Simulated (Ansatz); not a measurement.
A run of Ansatz 0.2.0:

input.yaml

```yaml
crystal:
  lattice:
    - [3.798, 0.0, 0.0]
    - [-1.899, 3.2891644836, 0.0]
    - [0.0, 0.0, 6.192]
  atoms:
    - { symbol: Zr, position: [0.0, 0.0, 0.0] }
    - { symbol: Se, position: [0.6666666667, 0.3333333333, 0.75] }
    - { symbol: Se, position: [0.3333333333, 0.6666666667, 0.25] }
hamiltonian:
  xc: revpbe
  pseudopotentials: { kind: paw }
kpoints:
  mp_grid: { grid: [8, 8, 5] }
scf:
  occupations: { method: fermi_dirac, width: 0.05 }
output:
  forces: true
  stress: true
  eigenvalues: true
relax:
  f_tol: 0.01
  max_steps: 40
  cell: { stress_tol: 0.05 }
```

Potentials or basis: Ansatz PAW.

Command:

```sh
$ ansatz run input.yaml --threads 2 --pin off --max-ram 5632MiB --backend cpu --events-out ev --progress --plain --runs-dir out
```

Hardware: 2 threads of Intel(R) Xeon(R) Processor @ 2.70GHz (shared host).

Task: Estimate the wall time of this run.

Result: It took 59 s on 2 threads of Intel(R) Xeon(R) Processor @ 2.70GHz (shared host), peak memory 0.48 GiB. Counts: scf iterations 112, plane waves 2043, k points 40, bands 27, ion steps 15.
